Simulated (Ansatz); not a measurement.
TiO2:

```xyz
12
Lattice="-4.3508 4.3508 1.8876 4.3508 -4.3508 1.8876 4.3508 4.3508 -1.8876" Properties=species:S:1:pos:R:3 pbc="T T T"
Ti    4.3259   -1.8075    1.8876
Ti    2.5433    0.0248    0.0000
Ti    1.8075    4.3259    1.8876
Ti    0.0248    6.1582    0.0000
O     3.0387   -0.0099    1.8876
O     1.3888    1.4067    0.0000
O     4.3409    1.3121    0.0000
O     7.2948    1.3888    0.0000
O    -2.9441    2.9620    1.8876
O     0.0099    3.0387    1.8876
O     2.9620    2.9441    1.8876
O     1.3121    4.3606    0.0000
```

Measurements of this composition are mostly on another form, of space group No. 141.

Base run:

```yaml
Program: Ansatz 0.2.0
Functional: r2SCAN
Potentials_or_basis: Ansatz PAW
Cutoff: "500 eV (not typed: the program's choice for these potentials)"
k_mesh: 8 × 8 × 8
Occupations: fermi-dirac, width 0.05 eV
Spin: no spin polarisation
```

Its results: band gap on the k mesh 2.01 eV, indirect (least direct gap 2.72 eV); pressure -1.3 GPa; largest force 0.306 eV/Å.

Question: The run is repeated on the same cell with these changes: functional from r2SCAN to PBEsol; cutoff from 500 eV (not typed: the program's choice for these potentials) to 420 eV (not typed: the program's choice for these potentials); hubbard terms from none to Ti d U = 3 eV; hubbard projectors from none to ortho-atomic (the default). What comes out?

Answer: Band gap on the k mesh 1.94 eV, indirect (least direct gap 2.65 eV); pressure -0.3 GPa; largest force 0.162 eV/Å.

Several settings changed at once, so the effect can't be laid on one alone.

Caveats: the PAW data sets come from PBE, with cores solved anew for the run's functional, which leaves a small shift of forces and pressure.
